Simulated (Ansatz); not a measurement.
# S (R-3) under strain

S (R-3) from a database of computed structures, relaxed with r2SCAN+rVV10 in the PAW code Ansatz. It is trigonal, R-3 (No. 148); conventional cell a = 10.722 Å, c = 4.185 Å, 23.15 Å³ an atom. Around S lie 2 S at 2.07 Å.

The axes x, y and z are those of this cell:
```
CELL_PARAMETERS angstrom
5.36121 3.09530 1.39495
-5.36121 3.09530 1.39495
0.00000 -6.19060 1.39495
ATOMIC_POSITIONS crystal
S 0.25520 0.14856 0.91424
S 0.91424 0.25520 0.14856
S 0.14856 0.91424 0.25520
S 0.74480 0.85144 0.08576
S 0.08576 0.74480 0.85144
S 0.85144 0.08576 0.74480
```

Unstrained: PBE gives an indirect gap of 1.838 eV, from T to k = (0.224, 0.172, -1/4); the least direct gap is 1.964 eV at T. With r2SCAN the valence top lies at T and the conduction bottom at k = (0.224, 0.172, -1/4), 2.129 eV higher; the smallest vertical gap, at T, is 2.227 eV. HSE06 gives an indirect gap of 2.934 eV, from T to k = (0.224, 0.172, -1/4); the least direct gap is 3.053 eV at T. Meshes: PBE 6×6×6, r2SCAN 6×6×6, HSE06 4×4×4. Strains are changes of length per length. After each strain the atoms were relaxed again with r2SCAN+rVV10 within the symmetry that the strain leaves, so tilts or polar shifts that break it weren't tested; points keep the names that they have in the unstrained zone. Spin-unpolarised throughout; all numbers are computed.

Changes of the least gap in eV (an overlap counts as a negative gap):

| strain | volume change (%) | space group | PBE | r2SCAN | HSE06 |
| --- | --- | --- | --- | --- | --- |
| uniaxial +2.99 % along x | +3.0 | P-1 | -0.064 | -0.070 | -0.066 |
| uniaxial +1.08 % along y | +1.1 | P-1 | -0.018 | -0.019 | -0.017 |
| uniaxial -3.06 % along z | -3.1 | R-3 | -0.114 | -0.113 | -0.123 |

Uniaxial +2.99 % along x, other directions held. HSE06: the gap goes from 2.934 to 2.868 eV (-0.066 eV); the edges go from T → (0.224, 0.172, -1/4) to T → (0.255, -0.182, -0.208). Stress change with PBE, compression positive: xx -0.77, yy -0.24, zz -0.22, xz -0.04, yz -0.04 GPa.

Uniaxial +1.08 % along y, other directions held. HSE06: the gap goes from 2.934 to 2.917 eV (-0.017 eV); the edges go from T → (0.224, 0.172, -1/4) to T → (0.208, 0.177, -0.245). Stress change with PBE, compression positive: xx -0.09, yy -0.31, zz -0.09, xz +0.02 GPa.

Uniaxial -3.06 % along z, other directions held. HSE06: the gap goes from 2.934 to 2.811 eV (-0.123 eV); the edges go from T → (0.224, 0.172, -1/4) to T → (0.208, 0.161, -0.234). Stress change with PBE, compression positive: xx +0.29, yy +0.29, zz +0.66 GPa.

Where an edge lies off the special points, it is a point of the mesh or the k point where a search put PBE's edge or least direct gap, reused for the other functionals, whose own edges may lie a little apart.

Coordinates of k points refer to the reciprocal vectors of the primitive cell of the runs.

The meshes of the hybrids are coarse, so their gaps aren't converged to the digits shown.
